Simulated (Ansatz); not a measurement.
The system is SnO2.

```
CELL_PARAMETERS angstrom
1.61709 0.93363 4.80059
-1.61709 0.93363 4.80059
0.00000 -1.86726 4.80059
ATOMIC_POSITIONS crystal
Sn 0.50000 0.50000 0.50000
O 0.76283 0.76283 0.76283
O 0.23717 0.23717 0.23717
```

Measurements of this composition are mostly on another form, of space group No. 136.

```yaml
Program: Ansatz 0.2.0
Task: relaxation of cell and atoms
Functional: revPBE
Dispersion: D3(BJ)
Potentials_or_basis: Ansatz PAW
Cutoff: "420 eV (not typed: the program's choice for these potentials)"
k_mesh: 10 × 10 × 10
Occupations: fermi-dirac, width 0.05 eV
Spin: no spin polarisation
```

At the start: volume 14.50 Å³/atom.

Task: How do energy, volume and symmetry change on relaxing?

Result: It ends after 12 steps and the volume is 12.84 Å³/atom (-11.4 %); space group R-3m (No. 166, to 0.05 Å).

Step by step:
| step | energy change (eV) | largest force (eV/Å) | volume (Å³) |
| --- | --- | --- | --- |
| 1 | 0.0000 | 0.0049 | 43.49 |
| 2 | -0.0429 | 0.1104 | 40.66 |
| 3 | -0.0662 | 0.0509 | 38.93 |
| 4 | -0.0674 | 0.0005 | 39.10 |
| 5 | -0.0678 | 0.0003 | 39.02 |
| 6 | -0.0591 | 0.0020 | 39.02 |
| 7 | -0.0622 | 0.0116 | 38.56 |
| 8 | -0.0621 | 0.0116 | 38.58 |
| 9 | -0.0620 | 0.0000 | 38.59 |
| 10 | -0.0602 | 0.0005 | 38.59 |
| 11 | -0.0606 | 0.0003 | 38.52 |
| 12 | -0.0603 | 0.0005 | 38.52 |

Final structure:
```xyz
3
Lattice="1.6197 0.9351 4.2386 -1.6197 0.9351 4.2386 0.0000 -1.8702 4.2386" Properties=species:S:1:pos:R:3 pbc="T T T"
Sn    0.0000    0.0000    6.3579
O     0.0000    0.0000    9.6024
O     0.0000    0.0000    3.1135
```

Caveat: the plane-wave basis is chosen anew once the cell has moved, so the energies of steps on either side of that aren't comparable; the pressure holds a Pulay correction of +0.7 GPa for the finite cutoff; the PAW data sets come from PBE, with cores solved anew for the run's functional, which leaves a small shift of forces and pressure.
